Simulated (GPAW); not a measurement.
# Zn (P6_3/mmc) in GPAW: convergence with basis set

Aim: find how far basis set must go before the results for Zn settle, at PBE. This setting moves, with any that are tied to it; all else stays.

Program: GPAW 26.7.0. These are calculated values, not measurements. Logs are shortened: lines on timing, memory, paths and dates and some standing lists are left out, and cuts for length are marked. The log counts tension as positive stress, the text compression.

## (1) The structure

It takes space group P6_3/mmc (No. 194, hexagonal). The conventional cell has a = 2.670 Å, b = 2.670 Å, c = 4.966 Å, α = 90.00°, β = 90.00°, γ = 120.00°. Around Zn (site symmetry -6m2) lie 12 Zn at 2.67 to 2.92 Å.

## (2) With basis set lcao:sz(dzp)

The input, run.py:

```python
from ase.dft.bandgap import bandgap
from ase.io import read, write
from gpaw import GPAW

atoms = read('POSCAR')

calc = GPAW(mode='lcao',
            h=0.16,
            basis='sz(dzp)',
            xc='PBE',
            kpts={'size': (9, 9, 4), 'gamma': True},
            occupations={'name': 'fermi-dirac', 'width': 0.05},
            convergence={'density': 1e-05, 'energy': 1e-05},
            maxiter=100,
            txt='gpaw.txt')
atoms.calc = calc
energy = atoms.get_potential_energy()
forces = atoms.get_forces()
calc.write('gs.gpw')
write('result.traj', atoms)
print(f'Energy: {energy:.6f} eV')
print('Forces (eV/A):')
print(forces.round(4))
print('Fermi level:', round(calc.get_fermi_level(), 4), 'eV')
print(f'Gap: {bandgap(calc)[0]:.4f} eV, direct: {bandgap(calc, direct=True)[0]:.4f} eV')
```

The input, POSCAR:

```
Zn
1.0
    2.6700000000      0.0000000000      0.0000000000
   -1.3350000000      2.3122878281      0.0000000000
    0.0000000000      0.0000000000      4.9660000000
Zn
2
Direct
    0.6666666667      0.3333333333      0.7500000000
    0.3333333333      0.6666666667      0.2500000000
```

Potentials or basis: GPAW PAW data sets (gpaw-data 1.2.1), lcao:sz(dzp).

Run with:

```console
OMP_NUM_THREADS=1 python run.py
```

gpaw.txt:

```text
__  _  _
 | _ |_)|_||  |
 |__||  | ||/\| - 26.7.0

Input parameters:
  mode=LCAO(),
  basis={'default': 'sz(dzp)'},
  convergence={'density': 1e-05, 'energy': 1e-05},
  h=0.16,
  kpts=MonkhorstPack(size=(9, 9, 4), gamma=True),
  maxiter=100,
  occupations=Occupations(name='fermi-dirac', width=0.05),
  xc=XC(name='PBE')

          Zn

        Zn

Atoms  # Å, Bohr magnetons
|   | symbol |         x |        y |        z |    initial magnetic moments |
|---|--------|-----------|----------|----------|-----------------------------|
| 0 |     Zn |  1.335000 | 0.770763 | 3.724500 | ( 0.0000,  0.0000,  0.0000) |
| 1 |     Zn | -0.000000 | 1.541525 | 1.241500 | ( 0.0000,  0.0000,  0.0000) |

Unit cell  # Å
| periodic |         x |        y |        z |  lengths |     angles |
|----------|-----------|----------|----------|----------|------------|
|      yes |  2.670000 | 0.000000 | 0.000000 | 2.670000 |  90.000000 |
|      yes | -1.335000 | 2.312288 | 0.000000 | 2.670000 |  90.000000 |
|      yes |  0.000000 | 0.000000 | 4.966000 | 4.966000 | 120.000000 |

Number of symmetries: 12
Symmetry operations  # r_c * U_cc + t_c -> r_c
|    | kind |            matrix            |
|----|------|------------------------------|
|  0 |  σ   |  1, 1, 0,  0,-1, 0,  0, 0, 1 |
|  1 |  S6  |  1, 1, 0, -1, 0, 0,  0, 0,-1 |
|  2 |  E   |  1, 0, 0,  0, 1, 0,  0, 0, 1 |
|  3 |  C2  |  1, 0, 0, -1,-1, 0,  0, 0,-1 |
|  4 |  C2  |  0, 1, 0,  1, 0, 0,  0, 0,-1 |
|  5 |  C3  |  0, 1, 0, -1,-1, 0,  0, 0, 1 |
|  6 |  S6  |  0,-1, 0,  1, 1, 0,  0, 0,-1 |
|  7 |  σ   |  0,-1, 0, -1, 0, 0,  0, 0, 1 |
|  8 |  σ   | -1, 0, 0,  1, 1, 0,  0, 0, 1 |
|  9 |  i   | -1, 0, 0,  0,-1, 0,  0, 0,-1 |
| 10 |  C3  | -1,-1, 0,  1, 0, 0,  0, 0, 1 |
| 11 |  C2  | -1,-1, 0,  0, 1, 0,  0, 0,-1 |

BZ-sampling:
  Number of BZ points: 324
  Number of IBZ points: 43

  Monkhorst-Pack size: [9, 9, 4]
  Monkhorst-Pack shift: [0.0, 0.0, 0.125]

K-points  # in reciprocal-cell coordinates
|     |                                coordinates |     weight |
|-----|--------------------------------------------|------------|
|   0 | (  0.00000000,   0.00000000,   0.00000000) | 0.00308642 |
|   1 | (  0.00000000,   0.00000000,   0.25000000) | 0.00617284 |
|   2 | (  0.00000000,   0.00000000,   0.50000000) | 0.00308642 |
|   3 | (  0.11111111,   0.00000000,  -0.25000000) | 0.01851852 |
|   4 | (  0.11111111,   0.00000000,   0.00000000) | 0.01851852 |
|   5 | (  0.11111111,   0.00000000,   0.25000000) | 0.01851852 |
|   6 | (  0.11111111,   0.00000000,   0.50000000) | 0.01851852 |
|   7 | (  0.22222222,  -0.11111111,   0.00000000) | 0.01851852 |
|   8 | (  0.22222222,  -0.11111111,   0.25000000) | 0.03703704 |
|   9 | (  0.22222222,  -0.11111111,   0.50000000) | 0.01851852 |
| ... |                                            |            |
|  42 | (  0.44444444,   0.44444444,   0.50000000) | 0.01851852 |

basis functions: 18
Spin-components: 1 (collinear spins)
Bands:           18
Projectors:      12
Spin-degeneracy: 2
Datatype:        <class 'complex'>

Parallelization:
  kpt:    1
  domain: 1
  band:   1

Density:
  Valence electrons: 24.0
  Components: 1
  Grid points: [16 16 32]
  Charge: 0.0  # |e|

Potential:
[... 101 lines left out ...]
  Number of IBZ points: 43

  Monkhorst-Pack size: [9, 9, 4]
  Monkhorst-Pack shift: [0.0, 0.0, 0.125]

K-points  # in reciprocal-cell coordinates
|     |                                coordinates |     weight |
|-----|--------------------------------------------|------------|
|   0 | (  0.00000000,   0.00000000,   0.00000000) | 0.00308642 |
|   1 | (  0.00000000,   0.00000000,   0.25000000) | 0.00617284 |
|   2 | (  0.00000000,   0.00000000,   0.50000000) | 0.00308642 |
|   3 | (  0.11111111,   0.00000000,  -0.25000000) | 0.01851852 |
|   4 | (  0.11111111,   0.00000000,   0.00000000) | 0.01851852 |
|   5 | (  0.11111111,   0.00000000,   0.25000000) | 0.01851852 |
|   6 | (  0.11111111,   0.00000000,   0.50000000) | 0.01851852 |
|   7 | (  0.22222222,  -0.11111111,   0.00000000) | 0.01851852 |
|   8 | (  0.22222222,  -0.11111111,   0.25000000) | 0.03703704 |
|   9 | (  0.22222222,  -0.11111111,   0.50000000) | 0.01851852 |
| ... |                                            |            |
|  42 | (  0.44444444,   0.44444444,   0.50000000) | 0.01851852 |

basis functions: 18
Spin-components: 1 (collinear spins)
Bands:           18
Projectors:      12
Spin-degeneracy: 2
Datatype:        <class 'complex'>

Parallelization:
  kpt:    1
  domain: 1
  band:   1

Density:
  Valence electrons: 24.0
  Components: 1
  Grid points: [16 16 32]
  Charge: 0.0  # |e|

Potential:
  Grid points: [16 16 32]

species:
  Zn:
    name:    Zinc
    Z:       30.0
    valence: 12
    core:    18
    charge:  0.0  # [|e|]
    compensation charges:
      type: gauss
      rc: 0.37  # [Å]
      lmax: 2
    cutoffs:
      filter: 2.14  # [Å]
      core: 2.28  # [Å]
    projectors
    | kind |    occ | energy [eV] | rcut [Å] |
    |------|--------|-------------|----------|
    |   4s |  2.000 |      -5.977 |    1.286 |
    |   4p |  0.000 |      -1.117 |    1.270 |
    |   3d | 10.000 |     -10.142 |    1.180 |
    |    s |        |      21.234 |    1.286 |
    |    p |        |      26.095 |    1.270 |
    |    d |        |      17.070 |    1.180 |

    LCAO basis set for Zn:
      Name: sz(dzp)
      File: <dir>
      Number of radial functions: 3
      Number of spherical harmonics: 9
        l=0, rc=8.1562 Bohr: 4s-sz confined orbital
        l=1, rc=12.4062 Bohr: 4p-sz confined orbital
        l=2, rc=4.3594 Bohr: 3d-sz confined orbital
      Number of RI-basis functions 0

Reference energy: -97722.653306  # eV

eigensolver:
  <gpaw.new.lcao.eigensolver.LCAOEigensolver object>
density mixing:
  MSR1-Mixer
  Pratt-step length: 0.05
  Maximum mixing coefficient: 0.75
  Old densities: 10
  SVD Regularization: 0.005
  Good broyden scale: 1.0
  Trust region scale: 1.0
  Backstep threshold: 4.0
  History deletion threshold: 6.0
  Fourier metric: weight=20.0, sigma=0.015

occupation numbers:
  Fermi-Dirac:
    width: 0.0500  # eV

FastPoissonSolver using
    Stencil: 8*3+1=25 point O(h^6) finite-difference Laplacian
    FFT axes: [np.int64(0), np.int64(1), np.int64(2)]
    FST axes: []

xc functional:
  name: PBE with 2 nearest neighbor stencil
interpolation: tri-quintic # 5. degree polynomial

convergence criteria:
[... 6 lines left out ...]
|iter     | |      energy | eigst |  dens |
|---------|-|-------------|-------|-------|
|iter:   1| |   -1.078482 |      c|       |
|iter:   2| |   -1.056658 |      c| -1.42 |
|iter:   3| |   -0.960916 |      c| -1.45 |
|iter:   4| |   -0.968358 |      c| -2.02 |
|iter:   5| |   -0.969148 |      c| -2.62 |
|iter:   6| |   -0.969147 |      c| -4.12 |
|iter:   7| |   -0.969147c|      c| -5.15c|

Converged in 7 steps
Energy contributions relative to reference atoms: (reference = -97722.653306)

Energy contributions:
  Kinetic:         -15.755072
  Coulomb:          19.548248
  Zero:              0.070872
  External:          0.000000
  Xc:               -4.828063
  Entropy:          -0.010266
  Spinorbit:         0.000000
  ----------------------------
  Free energy:      -0.974280
  Extrapolated:     -0.969147

dipole moment: (0.000000, 0.000000, 0.000000)  # |e|*Ang

Fermi level: 6.947
Eigenvalues  # (at kpt = [0.000, 0.000, 0.000])
| band index |      eig [eV] | occ [0-2] |
|------------|---------------|-----------|
|          0 |        -3.729 |     2.000 |
|        ... |               |           |
|          5 |        -0.998 |     2.000 |
|          6 |        -0.998 |     2.000 |
|          7 |        -0.642 |     2.000 |
|          8 |        -0.642 |     2.000 |
|          9 |        -0.397 |     2.000 |
|         10 |        -0.397 |     2.000 |
|         11 |         3.041 |     2.000 |
|         12 |         3.671 |     2.000 |
|         13 |        20.940 |     0.000 |
|         14 |        24.791 |     0.000 |
|         15 |        24.792 |     0.000 |
|         16 |        27.388 |     0.000 |
|         17 |        27.388 |     0.000 |

No gap
No difference between direct/indirect transitions

Forces  # eV/Ang
|        x |       y |        z |
|----------|---------|----------|
|  0.00000 | 0.00000 | -0.00000 |  # Zn   0
| -0.00000 | 0.00000 |  0.00000 |  # Zn   1

# Writing to gs.gpw (mode='')
```

stdout:

```text
Energy: -0.969147 eV
Forces (eV/A):
[[ 0.  0. -0.]
 [-0.  0.  0.]]
Fermi level: 6.9475 eV
Gap: 0.0000 eV, direct: 0.0000 eV
```

It took 4.6 min on 1 thread of Arm Neoverse V1, shared host; peak memory 0.21 GiB.

Results:

| Property | Result |
| --- | --- |
| Free energy | -0.9743 eV |
| Band gap on the k mesh | none (metal or under the smearing width) |

## (3) With basis set lcao:szp(dzp)

run.py: that of step 2 with these lines changed.

```diff
@@ -8,3 +8,3 @@
             h=0.16,
-            basis='sz(dzp)',
+            basis='szp(dzp)',
             xc='PBE',
```

POSCAR is that of step 2.

Potentials or basis: GPAW PAW data sets (gpaw-data 1.2.1), lcao:szp(dzp).

Run with:

```console
OMP_NUM_THREADS=1 python run.py
```

Run time: 7.4 min. Hardware: 1 thread of Arm Neoverse V1, shared host; peak memory 0.23 GiB.

Results:

| Quantity | Value |
| --- | --- |
| Free energy | -1.1671 eV |
| Band gap on the k mesh | none (metal or under the smearing width) |

## (4) With basis set lcao:dz(dzp)

run.py: that of step 3 with these lines changed.

```diff
@@ -8,3 +8,3 @@
             h=0.16,
-            basis='szp(dzp)',
+            basis='dz(dzp)',
             xc='PBE',
```

POSCAR is that of step 3.

Potentials or basis: GPAW PAW data sets (gpaw-data 1.2.1), lcao:dz(dzp).

Run with:

```console
OMP_NUM_THREADS=1 python run.py
```

Wall time 7.3 min (1 thread of Arm Neoverse V1, shared host); peak memory 0.25 GiB.

What came out:

```
Free energy            : -1.7902 eV
Band gap on the k mesh : none (metal or under the smearing width)
```

## (5) With basis set lcao:dzp

run.py: that of step 4 with these lines changed.

```diff
@@ -8,3 +8,3 @@
             h=0.16,
-            basis='dz(dzp)',
+            basis='dzp',
             xc='PBE',
```

POSCAR is that of step 4.

Potentials or basis: GPAW PAW data sets (gpaw-data 1.2.1), lcao:dzp.

Run with:

```console
OMP_NUM_THREADS=1 python run.py
```

Wall time 10 min (1 thread of Arm Neoverse V1, shared host); peak memory 0.26 GiB.

Results (log left out):

```
Free energy            : -1.8570 eV
Band gap on the k mesh : none (metal or under the smearing width)
```

## (6) With basis set fd

run.py: that of step 5 with these lines changed.

```diff
@@ -6,5 +6,4 @@
 
-calc = GPAW(mode='lcao',
+calc = GPAW(mode='fd',
             h=0.16,
-            basis='dzp',
             xc='PBE',
@@ -12,2 +11,3 @@
             occupations={'name': 'fermi-dirac', 'width': 0.05},
+            nbands=21,
             convergence={'density': 1e-05, 'energy': 1e-05},
```

POSCAR is that of step 5.

Potentials or basis: GPAW PAW data sets (gpaw-data 1.2.1), fd.

Run with:

```console
OMP_NUM_THREADS=1 python run.py
```

Wall time 1.9 min (1 thread of Arm Neoverse V1, shared host); peak memory 0.42 GiB.

It converged, with:

| Quantity | Value |
| --- | --- |
| Free energy | -2.3533 eV |
| Band gap on the k mesh | none (metal or under the smearing width) |

## (7) With basis set pw

run.py: that of step 6 with these lines changed.

```diff
@@ -2,3 +2,4 @@
 from ase.io import read, write
-from gpaw import GPAW
+from ase.units import GPa
+from gpaw import GPAW, PW
 
@@ -6,4 +7,3 @@
 
-calc = GPAW(mode='fd',
-            h=0.16,
+calc = GPAW(mode=PW(600),
             xc='PBE',
@@ -18,2 +18,3 @@
 forces = atoms.get_forces()
+stress = atoms.get_stress()
 calc.write('gs.gpw')
@@ -23,2 +24,3 @@
 print(forces.round(4))
+print('Stress (GPa):', (stress / GPa).round(3))
 print('Fermi level:', round(calc.get_fermi_level(), 4), 'eV')
```

POSCAR is that of step 6.

Potentials or basis: GPAW PAW data sets (gpaw-data 1.2.1), pw.

Run with:

```console
OMP_NUM_THREADS=1 python run.py
```

Run time: 18 s. Hardware: 1 thread of Arm Neoverse V1, shared host; peak memory 0.15 GiB.

Results (log left out):

| Item | Value |
| --- | --- |
| Free energy | -2.3358 eV |
| Pressure | -1.1 GPa |
| Band gap on the k mesh | none (metal or under the smearing width) |

## (8) Summary

| basis set | energy less the tightest run, at zero smearing (meV/atom) | SCF cycles | CPU time (s) | peak memory (GiB) |
| --- | --- | --- | --- | --- |
| lcao:sz(dzp) | 680.04 | 7 | 270 | 0.21 |
| lcao:szp(dzp) | 583.89 | 8 | 440 | 0.23 |
| lcao:dz(dzp) | 272.68 | 8 | 440 | 0.25 |
| lcao:dzp | 239.30 | 8 | 620 | 0.26 |
| fd | -8.73 | 15 | 110 | 0.42 |
| pw | 0.00 | 10 | 18 | 0.15 |

Not settled before the last step: the energy (to 1 meV/atom). The tightest run that finished is the yardstick and may itself not be fully converged.
